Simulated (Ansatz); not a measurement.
Program: Ansatz. Geometries: PBE0-D4/def2-TZVP. ΔE: electronic, gas phase. CCSD(T)/CBS adds triple-zeta CCSD(T) − MP2 to the extrapolated MP2 energy (def2 sets, frozen cores). This one scheme is used for every species. DFT in def2-TZVPP. def2 core potentials past Kr. For Sn outer-core shells are correlated without core-valence functions, which leaves a few kJ/mol of doubt a bond. One conformer a species, not always the lowest.

Reaction (formal exchange of groups at the Sn–C bond): `C=[CH][SnH2][CH]=C` + `FC(F)F` → `C=[CH][SnH2][F]` + `C=CC(F)F`

```csv
level,ΔE (kJ/mol)
PBE,-83.7
HF/def2-TZVPP,-85.3
```

Question: What does CCSD(T)/CBS give? (Best estimate.)

Answer: The calculation gave: -83.4 kJ/mol. The listed levels differ from it by -0.3, -1.9 kJ/mol.

Largest T1 diagnostic among the species: 0.013.

The D4 term adds +5.0 kJ/mol with B3LYP and +3.0 kJ/mol with PBE0; it sums over pairs of atoms, weighted by their polarisabilities, and B3LYP, whose exchange is more repulsive, gets the larger term. In def2-TZVPP, CCSD(T) changes the Hartree–Fock value by +13.5 kJ/mol (the triples alone add +2.3 kJ/mol) and MP2 by +13.7 kJ/mol. From PBE to PBE0 (25 % exact exchange), in def2-TZVPP and without D4, ΔE moves by +3.7 kJ/mol.

B3LYP here is the variant with VWN-RPA as its local correlation; programs differ in this.

CCSD(T)/CBS has its own doubt, a few kJ/mol and more with outer-core shells, so smaller differences from it don't rank the levels.
